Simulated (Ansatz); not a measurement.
## MgGa₂O₄ (Fd-3m) under several functionals

**The experiment to reproduce.**

From “On the influence of inversion on thermal properties of magnesium gallium spinel”, 2015, arxiv:1510.01572, for a bulk crystal of MgGa2O4 at 300 K: lattice constant a 8.2825 Å.

Plane-wave DFT in Ansatz with scalar-relativistic PAW potentials. The same structure was relaxed (cell and atoms, symmetry kept) in separate runs at each level. Whether it is the stable form of this composition wasn't checked. No spin polarisation.

Question: How do the levels PBE, PBE+D3(BJ), PBEsol compare?

Answer:
| level | cutoff (eV) | k mesh | V (Å³/atom) | a (Å) | gap (eV) |
| --- | --- | --- | --- | --- | --- |
| PBEsol | 420 | 6×6×6 | 10.435 | 8.360 | 3.28 |
| PBE+D3(BJ) | 420 | 6×6×6 | 10.564 | 8.395 | 3.28 |
| PBE | 420 | 6×6×6 | 10.772 | 8.449 | 3.13 |

The usual order of volumes, PBEsol < PBE, holds here (10.435, 10.772 Å³/atom). As a rule PBEsol, built on the gradient expansion of slowly varying densities, lies between LDA and PBE; PBE's stronger gradient term for exchange weakens bonds. Adding D3 to PBE changes the volume by -1.9 %; the term is attractive, so it pulls cells in. In ionic crystals its C6 for cations, set by coordination number and not by charge, is often too large, so it can pull in too far. Each gap belongs to its own cell, so it mixes the functional's effect with that of the volume; gaps are the least found on the k mesh or on a band path.

For PBE: Against the measured lattice constant a of MgGa2O4, 8.2825 Å (300 K; “On the influence of inversion on thermal properties of magnesium gallium spinel”, 2015, arxiv:1510.01572), the calculated 8.449 Å is off by +2.0 %. 2 values of this kind are on record (8.2807 to 8.2825 Å); this one was drawn at random. The calculations are for 0 K without zero-point motion.

Cost: 3 runs of about 8.4 core-minutes in all, on Intel Xeon Processor @ 2.50GHz (Skylake/Cascade Lake) (shared hosts).